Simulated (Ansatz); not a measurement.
# Dielectric response of BaS (001) films, part 3 of 4

Wanted: ε of rocksalt BaS (001) by finite fields on slabs, and the band edges against the vacuum where run.

Ansatz 0.2.0; plane-wave DFT, PBEsol, Ansatz PAW (the session's first sound run).

So far, gap on the k-mesh (eV): step 2 (relaxing the film, 6 atoms, units 3) 2.06; step 4 (applied field, field 0.05 V/Å) 2.05; step 5 (applied field, field -0.05 V/Å) 2.05; step 7 (field 0.05 V/Å, other threshold, other force threshold) 2.06; step 8 (field -0.05 V/Å, other threshold, other force threshold) 2.06.

## Step 10: Relaxation, 10 atoms, units 5

This step: plane-wave DFT, PBEsol, Ansatz PAW (Ansatz 0.2.0).

System of this step: BaS (001), 5 units. The cell holds 10 atoms: 5 Ba and 5 S. Its edges and angles: a = 4.518 Å, b = 4.518 Å, c = 30.780 Å, α = 90.0°, β = 90.0°, γ = 90.0°. It derives from BaS (rocksalt BaS). Vacuum lies along c.

The next thickness, treated alike, so that differences show the interior and the faces cancel.

input.yaml reads:

```yaml
crystal:
  lattice:
    - [4.51841233, 0.0, 0.0]
    - [0.0, 4.51841233, 0.0]
    - [0.0, 0.0, 30.78]
  atoms:
    - { symbol: Ba, position: [0.5, 0.5, 0.2923976608] }
    - { symbol: S, position: [0.0, 0.0, 0.2923976608] }
    - { symbol: Ba, position: [0.0, 0.0, 0.3961988304] }
    - { symbol: S, position: [0.5, 0.5, 0.3961988304] }
    - { symbol: Ba, position: [0.5, 0.5, 0.5] }
    - { symbol: S, position: [0.0, 0.0, 0.5] }
    - { symbol: Ba, position: [0.0, 0.0, 0.6038011696] }
    - { symbol: S, position: [0.5, 0.5, 0.6038011696] }
    - { symbol: Ba, position: [0.5, 0.5, 0.7076023392] }
    - { symbol: S, position: [0.0, 0.0, 0.7076023392] }
kpoints:
  mp_grid: { grid: [6, 6, 1] }
hamiltonian:
  xc: pbesol
scf:
  occupations: { method: fixed }
  convergence: { dr2_threshold: 1.0e-09 }
efield:
  axis: 3
  dipole_correction: true
  ramp_position: 0.97
  ramp_width: 0.06
relax:
  f_tol: 0.003
  max_steps: 100
output:
  write_potential: true
  write_density: true
  volumetric_format: npy
```

Started as:

```sh
> ansatz run input.yaml --threads 4 --pin off --max-ram 12288MiB --backend cpu --events-out ev --progress --plain --runs-dir out
```

Numbers of over 12 decimals in the logs are rounded to 6 here.

The program printed:

```text
[...]
Crystal: 10 atoms, lattice volume = 628.406 Å³
Basis set: ecut = 420 eV, 12359 PW (Γ), exchange–correlation on 64×64×432 points (8 copies of the dense FFT grid, shifted against one another)
Bands: 50, of which v1, the nominal top of the filled ones, is band 40 counted from 1 (39 counted from 0)
Symmetry: 8 space group operations
k-points: 10 of 36
[...]
- { symbol: Ba, position: [0, 0.0, 0.397310] }
    - { symbol: S, position: [0.500000, 0.500000, 0.396948] }
    - { symbol: Ba, position: [0.500000, 0.500000, 0.500000] }
    - { symbol: S, position: [0, 0.0, 0.500000] }
    - { symbol: Ba, position: [0, 0.0, 0.602690] }
    - { symbol: S, position: [0.500000, 0.500000, 0.603052] }
    - { symbol: Ba, position: [0.500000, 0.500000, 0.703103] }
    - { symbol: S, position: [0, 0.0, 0.703179] }
[key lines of the parts left out:]
SCF converged after 6 iterations
Free energy (F): -33758.051093 eV
Fermi energy:    0.950302 eV
Dipole field:    D = -0.000000 V/Å  (p = -0.000001 e·Å, saw-weighted, corrected)
Work function:   Φ+ = 4.3033 eV   Φ− = 4.3033 eV
```

Run time: 37 s. Hardware: 4 threads of Arm Neoverse V1, shared host; peak memory 1.1 GiB.

Relaxation path:

| step | energy less that of the first step (eV) | largest force component (eV/Å) |
| --- | --- | --- |
| 1 | 0.0000 | 0.2420 |
| 2 | -0.0429 | 0.1429 |
| 3 | -0.0482 | 0.0355 |
| 4 | -0.0488 | 0.0051 |
| 5 | -0.0488 | 0.0004 |

The run keeps the 8 symmetry operations that it works with, so distortions that break them were not tested.

The atoms that moved most (Å):

| atom | dx | dy | dz | length |
| --- | --- | --- | --- | --- |
| Ba9 | 0.000 | 0.000 | -0.138 | 0.138 |
| Ba1 | 0.000 | 0.000 | 0.138 | 0.138 |
| S2 | 0.000 | 0.000 | 0.136 | 0.136 |
| S10 | 0.000 | 0.000 | -0.136 | 0.136 |
| Ba7 | 0.000 | 0.000 | -0.034 | 0.034 |
| Ba3 | 0.000 | 0.000 | 0.034 | 0.034 |
| S4 | 0.000 | 0.000 | 0.023 | 0.023 |
| S8 | 0.000 | 0.000 | -0.023 | 0.023 |

The relaxation took 5 steps and lowered the energy by 0.049 eV; the largest force on the free atoms ends at 4.3e-4 eV/Å.

The gap is 1.97 eV, with the valence edge 4.30 eV and the conduction edge 2.33 eV under the upper vacuum level.

## Step 11: Single point on the relaxed film, 10 atoms, units 5

The next thickness, treated alike, so that differences show the interior and the faces cancel.

input.yaml, the sections that differ from step 10:

```yaml
crystal:
  lattice:
    - [4.51841233, 0.0, 0.0]
    - [0.0, 4.51841233, 0.0]
    - [0.0, 0.0, 30.78]
  atoms:
    - { symbol: Ba, position: [0.5, 0.5, 0.2968972845] }
    - { symbol: S, position: [0.0, 0.0, 0.2968211988] }
    - { symbol: Ba, position: [0.0, 0.0, 0.3973099136] }
    - { symbol: S, position: [0.5, 0.5, 0.3969482554] }
    - { symbol: Ba, position: [0.5, 0.5, 0.499999998] }
    - { symbol: S, position: [0.0, 0.0, 0.4999999984] }
    - { symbol: Ba, position: [0.0, 0.0, 0.6026900845] }
    - { symbol: S, position: [0.5, 0.5, 0.603051748] }
    - { symbol: Ba, position: [0.5, 0.5, 0.7031027144] }
    - { symbol: S, position: [0.0, 0.0, 0.7031788044] }
output:
  eigenvalues: true
  write_potential: true
  write_density: true
  volumetric_format: npy
  elf: true
# kpoints, hamiltonian, scf, efield: as in step 10
# relax: removed
```

The program printed:

```text
[...]
Crystal: 10 atoms, lattice volume = 628.406 Å³
Basis set: ecut = 420 eV, 12359 PW (Γ)
Bands: 50, of which v1, the nominal top of the filled ones, is band 40 counted from 1 (39 counted from 0)
Symmetry: 8 space group operations
k-points: 10 of 36
[...]
k-point 0: bands = [... 36 lower, 0.9404, 0.9404, 0.9502, 0.9502, 2.9218, 3.1818, 3.5845, 4.0544, ... 6 higher]
  k-point 1: bands = [... 36 lower, 0.4902, 0.6666, 0.6736, 0.7036, 3.4735, 3.7125, 4.0708, 4.3335, ... 6 higher]
  k-point 2: bands = [... 36 lower, 0.2183, 0.2239, 0.3990, 0.6041, 4.7190, 4.7925, 4.8503, 4.9740, ... 6 higher]
  k-point 9: bands = [... 36 lower, 0.6722, 0.7310, 0.7310, 0.8963, 3.1273, 3.1273, 3.8689, 3.8689, ... 6 higher]
[key lines of the parts left out:]
SCF converged after 9 iterations
Free energy (F): -33758.051258 eV
Fermi energy:    0.950193 eV
Dipole field:    D = -0.000001 V/Å  (p = -0.000004 e·Å, saw-weighted, corrected)
Work function:   Φ+ = 4.3036 eV   Φ− = 4.3035 eV
```

Wall time 12 s (4 threads); peak memory 1.1 GiB.

The gap is 1.97 eV, with the valence edge 4.30 eV and the conduction edge 2.33 eV under the upper vacuum level.

## Step 12: Atoms held, 10 atoms, units 5, field 0.05 V/Å

input.yaml, as its differences from that of step 11:

```diff
@@ -22,3 +22,3 @@
   occupations: { method: fixed }
-  convergence: { dr2_threshold: 1.0e-09 }
+  convergence: { dr2_threshold: 1.0e-10 }
 efield:
@@ -28,4 +28,4 @@
   ramp_width: 0.06
+  amplitude: 0.05
 output:
-  eigenvalues: true
   write_potential: true
@@ -33,2 +33 @@
   volumetric_format: npy
-  elf: true
```

The program printed:

```text
[...]
Crystal: 10 atoms, lattice volume = 628.406 Å³
Basis set: ecut = 420 eV, 12359 PW (Γ)
Bands: 50, of which v1, the nominal top of the filled ones, is band 40 counted from 1 (39 counted from 0)
Symmetry: 8 space group operations
k-points: 10 of 36
[...]
k-point 0: bands = [... 36 lower, 0.8867, 0.8867, 1.0038, 1.0038, 2.9176, 3.1827, 3.5852, 4.0037, ... 6 higher]
  k-point 1: bands = [... 36 lower, 0.5339, 0.6112, 0.7141, 0.7289, 3.4691, 3.7133, 4.0710, 4.2570, ... 6 higher]
  k-point 2: bands = [... 36 lower, 0.2015, 0.2800, 0.3886, 0.6163, 4.6863, 4.7879, 4.8375, 4.9758, ... 6 higher]
  k-point 9: bands = [... 36 lower, 0.6430, 0.7621, 0.7621, 0.9064, 3.1254, 3.1254, 3.8689, 3.8689, ... 6 higher]
[key lines of the parts left out:]
SCF converged after 12 iterations
Free energy (F): -33758.053108 eV
Fermi energy:    1.003835 eV
Dipole field:    D = 0.021300 V/Å  (p = 0.073970 e·Å, saw-weighted, corrected)
```

The job ended after 14 s (4 threads; peak memory 1.1 GiB; 53 s of CPU time).

The dipole is 0.0740 e·Å, and the gap on the mesh 1.914 eV.

## Step 13: Atoms held, 10 atoms, units 5, field -0.05 V/Å

input.yaml, as its differences from that of step 12:

```diff
@@ -28,3 +28,3 @@
   ramp_width: 0.06
-  amplitude: 0.05
+  amplitude: -0.05
 output:
```

The program printed:

```text
[...]
Crystal: 10 atoms, lattice volume = 628.406 Å³
Basis set: ecut = 420 eV, 12359 PW (Γ)
Bands: 50, of which v1, the nominal top of the filled ones, is band 40 counted from 1 (39 counted from 0)
Symmetry: 8 space group operations
k-points: 10 of 36
[...]
k-point 0: bands = [... 36 lower, 0.8867, 0.8867, 1.0038, 1.0038, 2.9176, 3.1827, 3.5852, 4.0037, ... 6 higher]
  k-point 1: bands = [... 36 lower, 0.5339, 0.6112, 0.7141, 0.7289, 3.4691, 3.7133, 4.0710, 4.2570, ... 6 higher]
  k-point 2: bands = [... 36 lower, 0.2015, 0.2800, 0.3886, 0.6163, 4.6863, 4.7879, 4.8375, 4.9758, ... 6 higher]
  k-point 9: bands = [... 36 lower, 0.6430, 0.7621, 0.7621, 0.9064, 3.1254, 3.1254, 3.8689, 3.8689, ... 6 higher]
[key lines of the parts left out:]
SCF converged after 12 iterations
Free energy (F): -33758.053108 eV
Fermi energy:    1.003836 eV
Dipole field:    D = -0.021301 V/Å  (p = -0.073972 e·Å, saw-weighted, corrected)
```

Elapsed: 14 s, on 4 threads; peak memory 1.1 GiB; 53 s of CPU time.

The dipole is -0.0740 e·Å, and the gap on the mesh 1.914 eV.

## Step 14: Response with the atoms held, 10 atoms, units 5

This step: plane-wave DFT, PBEsol, Ansatz PAW; response to a field along the normal, atoms held (Ansatz 0.2.0).

Local field over the applied field, running mean. From the potentials at -0.05 and 0.05 V/Å; running mean over 3.195 Å, taken twice. Local field over applied field against z:

```
z (Å)  local field over applied field
    5                           0.958
    6                           0.856
    7                           0.670
    8                           0.449
    9                           0.276
   10                           0.191
   11                           0.178
   12                           0.187
   13                           0.197
   14                           0.202
   15                           0.202
   16                           0.202
   17                           0.202
   18                           0.195
   19                           0.185
   20                           0.177
   21                           0.202
   22                           0.307
   23                           0.496
   24                           0.717
   25                           0.886
   26                           0.970
```

The induced dipole is that of a conductor 13.11 Å thick.

## Step 15: Relaxing in the field, 10 atoms, units 5, field 0.05 V/Å

This step: plane-wave DFT, PBEsol, Ansatz PAW (Ansatz 0.2.0).

The same pair of relaxations in the field for this thickness.

input.yaml, as its differences from that of step 13:

```diff
@@ -28,3 +28,6 @@
   ramp_width: 0.06
-  amplitude: -0.05
+  amplitude: 0.05
+relax:
+  f_tol: 0.0006
+  max_steps: 70
 output:
```

The program printed:

```text
[...]
Crystal: 10 atoms, lattice volume = 628.406 Å³
Basis set: ecut = 420 eV, 12359 PW (Γ), exchange–correlation on 64×64×432 points (8 copies of the dense FFT grid, shifted against one another)
Bands: 50, of which v1, the nominal top of the filled ones, is band 40 counted from 1 (39 counted from 0)
Symmetry: 8 space group operations
k-points: 10 of 36
[...]
- { symbol: S, position: [0, 0.0, 0.296694] }
    - { symbol: Ba, position: [0, 0.0, 0.397350] }
    - { symbol: S, position: [0.500000, 0.500000, 0.396913] }
    - { symbol: Ba, position: [0.500000, 0.500000, 0.500092] }
    - { symbol: S, position: [0, 0.0, 0.499909] }
    - { symbol: Ba, position: [0, 0.0, 0.602738] }
    - { symbol: S, position: [0.500000, 0.500000, 0.603021] }
    - { symbol: Ba, position: [0.500000, 0.500000, 0.703222] }
    - { symbol: S, position: [0, 0.0, 0.703058] }
[key lines of the parts left out:]
SCF converged after 6 iterations
Free energy (F): -33758.053266 eV
Fermi energy:    0.962993 eV
Dipole field:    D = 0.025029 V/Å  (p = 0.086919 e·Å, saw-weighted, corrected)
```

The job ended after 33 s (4 threads; peak memory 1.1 GiB).

Hardly anything moved in the relaxation; the energy changed by under 0.2 meV an atom.

The relaxation took 4 steps and lowered the energy by 3.2e-4 eV; the largest force on the free atoms ends at 4.1e-4 eV/Å.

The dipole is 0.0869 e·Å, and the gap on the mesh 1.959 eV.

## Step 16: Relaxing in the field, 10 atoms, units 5, field -0.05 V/Å

The opposite sign, again from the field-free geometry; the difference of the two cancels what relaxes without a field.

input.yaml, as its differences from that of step 15:

```diff
@@ -28,3 +28,3 @@
   ramp_width: 0.06
-  amplitude: 0.05
+  amplitude: -0.05
 relax:
```

The program printed:

```text
[...]
Crystal: 10 atoms, lattice volume = 628.406 Å³
Basis set: ecut = 420 eV, 12359 PW (Γ), exchange–correlation on 64×64×432 points (8 copies of the dense FFT grid, shifted against one another)
Bands: 50, of which v1, the nominal top of the filled ones, is band 40 counted from 1 (39 counted from 0)
Symmetry: 8 space group operations
k-points: 10 of 36
[...]
- { symbol: S, position: [0, 0.0, 0.296942] }
    - { symbol: Ba, position: [0, 0.0, 0.397262] }
    - { symbol: S, position: [0.500000, 0.500000, 0.396979] }
    - { symbol: Ba, position: [0.500000, 0.500000, 0.499908] }
    - { symbol: S, position: [0, 0.0, 0.500091] }
    - { symbol: Ba, position: [0, 0.0, 0.602650] }
    - { symbol: S, position: [0.500000, 0.500000, 0.603087] }
    - { symbol: Ba, position: [0.500000, 0.500000, 0.702997] }
    - { symbol: S, position: [0, 0.0, 0.703306] }
[key lines of the parts left out:]
SCF converged after 6 iterations
Free energy (F): -33758.053266 eV
Fermi energy:    0.962994 eV
Dipole field:    D = -0.025029 V/Å  (p = -0.086919 e·Å, saw-weighted, corrected)
```

Run time: 33 s. Hardware: 4 threads; peak memory 1 GiB.

No atom moved by 0.005 Å in the relaxation.

The relaxation took 4 steps and lowered the energy by 3.2e-4 eV; the largest force on the free atoms ends at 4.2e-4 eV/Å.

The dipole is -0.0869 e·Å, and the gap on the mesh 1.959 eV.

## Step 17: Response with the atoms relaxed, 10 atoms, units 5

This step: plane-wave DFT, PBEsol, Ansatz PAW; response to a field along the normal, atoms relaxed (Ansatz 0.2.0).

Local field over the applied field, running mean. From the potentials at -0.05 and 0.05 V/Å; running mean over 3.195 Å, taken twice. Local field over applied field against z:

```csv
z (Å),local field over applied field
5,0.963
6,0.840
7,0.607
8,0.311
9,0.0977
10,0.00540
11,0.0505
12,0.0899
13,0.109
14,0.0767
15,0.0508
16,0.0511
17,0.0858
18,0.106
19,0.0858
20,0.0378
21,0.0130
22,0.134
23,0.375
24,0.669
25,0.876
26,0.973
```

The induced dipole is that of a conductor 15.41 Å thick.

## Step 18: Relaxation, 16 atoms, units 8

This step: plane-wave DFT, PBEsol, Ansatz PAW (Ansatz 0.2.0).

System of this step: BaS (001), 8 units. The cell holds 16 atoms: 8 Ba and 8 S. Its edges and angles: a = 4.518 Å, b = 4.518 Å, c = 40.365 Å, α = 90.0°, β = 90.0°, γ = 90.0°. It derives from BaS (rocksalt BaS). Vacuum lies along c.

The next thickness, treated alike, so that differences show the interior and the faces cancel.

input.yaml reads:

```yaml
crystal:
  lattice:
    - [4.51841233, 0.0, 0.0]
    - [0.0, 4.51841233, 0.0]
    - [0.0, 0.0, 40.365]
  atoms:
    - { symbol: Ba, position: [0.5, 0.5, 0.2229654404] }
    - { symbol: S, position: [0.0, 0.0, 0.2229654404] }
    - { symbol: Ba, position: [0.0, 0.0, 0.3021181717] }
    - { symbol: S, position: [0.5, 0.5, 0.3021181717] }
    - { symbol: Ba, position: [0.5, 0.5, 0.381270903] }
    - { symbol: S, position: [0.0, 0.0, 0.381270903] }
    - { symbol: Ba, position: [0.0, 0.0, 0.4604236343] }
    - { symbol: S, position: [0.5, 0.5, 0.4604236343] }
    - { symbol: Ba, position: [0.5, 0.5, 0.5395763657] }
    - { symbol: S, position: [0.0, 0.0, 0.5395763657] }
    - { symbol: Ba, position: [0.0, 0.0, 0.618729097] }
    - { symbol: S, position: [0.5, 0.5, 0.618729097] }
    - { symbol: Ba, position: [0.5, 0.5, 0.6978818283] }
    - { symbol: S, position: [0.0, 0.0, 0.6978818283] }
    - { symbol: Ba, position: [0.0, 0.0, 0.7770345596] }
    - { symbol: S, position: [0.5, 0.5, 0.7770345596] }
kpoints:
  mp_grid: { grid: [6, 6, 1] }
hamiltonian:
  xc: pbesol
scf:
  occupations: { method: fixed }
  convergence: { dr2_threshold: 1.0e-09 }
efield:
  axis: 3
  dipole_correction: true
  ramp_position: 0.97
  ramp_width: 0.06
relax:
  f_tol: 0.003
  max_steps: 100
output:
  write_potential: true
  write_density: true
  volumetric_format: npy
```

The program printed:

```text
[...]
Crystal: 16 atoms, lattice volume = 824.094 Å³
Basis set: ecut = 420 eV, 16119 PW (Γ), exchange–correlation on 64×64×540 points (8 copies of the dense FFT grid, shifted against one another)
Bands: 80, of which v1, the nominal top of the filled ones, is band 64 counted from 1 (63 counted from 0)
Symmetry: 8 space group operations
k-points: 10 of 36
[...]
- { symbol: S, position: [0.5, 0.5, 0.460823] }
    - { symbol: Ba, position: [0.5, 0.5, 0.539064] }
    - { symbol: S, position: [0, 0.0, 0.539177] }
    - { symbol: Ba, position: [0, 0.0, 0.617318] }
    - { symbol: S, position: [0.5, 0.5, 0.617102] }
    - { symbol: Ba, position: [0.5, 0.5, 0.695564] }
    - { symbol: S, position: [0, 0.0, 0.695930] }
    - { symbol: Ba, position: [0, 0.0, 0.772173] }
    - { symbol: S, position: [0.5, 0.5, 0.772185] }
[key lines of the parts left out:]
SCF converged after 6 iterations
Free energy (F): -54013.434750 eV
Fermi energy:    2.107202 eV
Dipole field:    D = 0.000001 V/Å  (p = 0.000003 e·Å, saw-weighted, corrected)
Work function:   Φ+ = 4.3033 eV   Φ− = 4.3033 eV
```

Elapsed: 90 s, on 4 threads; peak memory 1.7 GiB; 5.9 min of CPU time.

Relaxation path:

```csv
step,energy less that of the first step (eV),largest force component (eV/Å)
1,0.0000,0.2420
2,-0.0532,0.1124
3,-0.0576,0.0370
4,-0.0586,0.0057
5,-0.0586,0.0010
```

Forces are held to the 8 operations that the run works with; a distortion that breaks them can't arise in this run.

The atoms that moved most (Å):

```
atom     dx     dy      dz  length
 Ba1  0.000  0.000   0.196   0.196
Ba15  0.000  0.000  -0.196   0.196
  S2  0.000  0.000   0.196   0.196
 S16  0.000  0.000  -0.196   0.196
 Ba3  0.000  0.000   0.094   0.094
Ba13  0.000  0.000  -0.094   0.094
  S4  0.000  0.000   0.079   0.079
 S14  0.000  0.000  -0.079   0.079
```

Final coordinates:

```cif
data_structure
_symmetry_space_group_name_H-M 'P 1'
_symmetry_Int_Tables_number 1
_cell_length_a 4.5184
_cell_length_b 4.5184
_cell_length_c 40.3650
_cell_angle_alpha 90.000
_cell_angle_beta 90.000
_cell_angle_gamma 90.000
_cell_volume 824.09
loop_
_atom_site_label
_atom_site_type_symbol
_atom_site_fract_x
_atom_site_fract_y
_atom_site_fract_z
_atom_site_occupancy
Ba1 Ba 0.50000 0.50000 0.22783 1
S2 S 0.00000 0.00000 0.22781 1
Ba3 Ba 0.00000 0.00000 0.30444 1
S4 S 0.50000 0.50000 0.30407 1
Ba5 Ba 0.50000 0.50000 0.38268 1
S6 S 0.00000 0.00000 0.38290 1
Ba7 Ba 0.00000 0.00000 0.46094 1
S8 S 0.50000 0.50000 0.46082 1
Ba9 Ba 0.50000 0.50000 0.53906 1
S10 S 0.00000 0.00000 0.53918 1
Ba11 Ba 0.00000 0.00000 0.61732 1
S12 S 0.50000 0.50000 0.61710 1
Ba13 Ba 0.50000 0.50000 0.69556 1
S14 S 0.00000 0.00000 0.69593 1
Ba15 Ba 0.00000 0.00000 0.77217 1
S16 S 0.50000 0.50000 0.77219 1
```

Running mean over 3.195 Å of the planar mean; the ramp of the sawtooth is left out. Table of electron's electrostatic potential energy less the highest filled level by z:

| z (Å) | electron's electrostatic potential energy less the highest filled level (eV) |
| --- | --- |
| 4 | 4.30 |
| 6 | 4.23 |
| 8 | -0.446 |
| 10 | -2.16 |
| 12 | -2.04 |
| 14 | -2.17 |
| 16 | -2.08 |
| 18 | -2.08 |
| 20 | -2.19 |
| 22 | -2.05 |
| 24 | -2.13 |
| 26 | -2.15 |
| 28 | -2.03 |
| 30 | -2.33 |
| 32 | -1.42 |
| 34 | 4.11 |
| 36 | 4.30 |

The relaxation took 5 steps and lowered the energy by 0.059 eV; the largest force on the free atoms ends at 1.0e-3 eV/Å.

The gap is 1.92 eV, with the valence edge 4.30 eV and the conduction edge 2.38 eV under the upper vacuum level.

## Step 19: Side by side

Times are for 4 threads of Arm Neoverse V1, shared host. Results by setting:

| no. | units | gap by band count (eV) | electron affinity, upper face (eV) | time | memory (GiB) |
| --- | --- | --- | --- | --- | --- |
| 1 | 3 | 2.058 | 2.238 | 14 s | 0.76 |
| 2 | 5 | 1.972 | 2.332 | 37 s | 1.1 |
| 3 | 8 | 1.924 | 2.379 | 90 s | 1.7 |

The valence density, planar mean (3) oscillates, so the rows of the table below give means over windows of 1 Å about each position, cut where the curve ends. Its maxima inside the range that stand out by 2 % of the span (Å: e/Å³): 9.2: 0.438, 12.2: 0.437, 15.2: 0.438. Its minima: 10.7: 0.0603, 13.7: 0.0603.

The runs together. The valence density, planar mean by z; means over each step:

| z (Å) | 3 (e/Å³) | 5 (e/Å³) | 8 (e/Å³) |
| --- | --- | --- | --- |
| 4 | 5.1e-6 | 4.7e-6 | 4.1e-6 |
| 5 | 5.6e-5 | 5.1e-5 | 4.4e-5 |
| 6 | 6.1e-4 | 5.6e-4 | 4.8e-4 |
| 7 | 0.00826 | 0.00749 | 0.00631 |
| 8 | 0.137 | 0.125 | 0.109 |
| 9 | 0.419 | 0.414 | 0.408 |
| 10 | 0.210 | 0.224 | 0.244 |
| 11 | 0.124 | 0.119 | 0.109 |
| 12 | 0.409 | 0.404 | 0.394 |
| 13 | 0.243 | 0.253 | 0.273 |
| 14 | 0.104 | 0.0868 | 0.0811 |
| 15 | 0.394 | 0.372 | 0.356 |
| 16 | 0.274 | 0.308 | 0.328 |
| 17 | 0.0253 | 0.0764 | 0.0783 |
| 18 | 0.00162 | 0.326 | 0.311 |
| 19 | 1.4e-4 | 0.358 | 0.370 |
| 20 | 1.3e-5 | 0.0893 | 0.0875 |
| 21 | 1.2e-6 | 0.299 | 0.258 |
| 22 | 0 | 0.379 | 0.402 |
| 23 | 0 | 0.0706 | 0.113 |
| 24 | 0 | 0.00506 | 0.154 |

(Continued in part 4 of 4.)

[Logs are printed without paths, hosts, clocks, repeated set-up lines and the standing remarks that a program may print on its own settings, such as how far it seeks lower states.]

[Hosts, paths, dates, database ids (printed as entryN), source tags and the programs' standing remarks are cut or masked in the printed files.]

[Maps of the electrostatic potential energy from Ansatz leave out the sawtooth potential of an applied field or a dipole correction, so their vacuum need not be flat; planar profiles and work functions include it.]
